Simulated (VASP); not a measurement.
The system is CdTe.

```
CELL_PARAMETERS angstrom
0.00000 3.20500 3.20500
3.20500 0.00000 3.20500
3.20500 3.20500 0.00000
ATOMIC_POSITIONS crystal
Cd 0.00000 0.00000 0.00000
Te 0.25000 0.25000 0.25000
```

```yaml
Program: VASP 6.6.1
Task: relaxation of cell and atoms
Functional: PBEsol
Potentials_or_basis: VASP PAW PBE potentials, release 64 (Cd, Te)
Cutoff: 600 eV
k_mesh: 8 × 8 × 8
Occupations: gaussian, width 0.03 eV
Spin: no spin polarisation
```

At the start: pressure 1.8 GPa; volume 32.92 Å³/atom.

Question: How do energy, volume and symmetry change on relaxing?

Answer: Over 3 steps the energy falls by 7.3 meV/atom and the volume is 34.26 Å³/atom (+4.1 %); space group F-43m (No. 216, to 0.05 Å).

The path:
```tsv
step	energy change (eV)	largest force (eV/Å)	pressure (GPa)	volume (Å³)
1	0.0000	0.0000	1.81	65.84
2	-0.0129	0.0000	-0.54	69.46
3	-0.0145	0.0000	0.00	68.52
```

Final structure:
```xyz
2
Lattice="0.0000 3.2478 3.2478 3.2478 0.0000 3.2478 3.2478 3.2478 0.0000" Properties=species:S:1:pos:R:3 pbc="T T T"
Cd    0.0000    0.0000    0.0000
Te    1.6239    1.6239    1.6239
```

Caveat: the PAW data sets were made with another functional, which shifts forces and pressure a little.
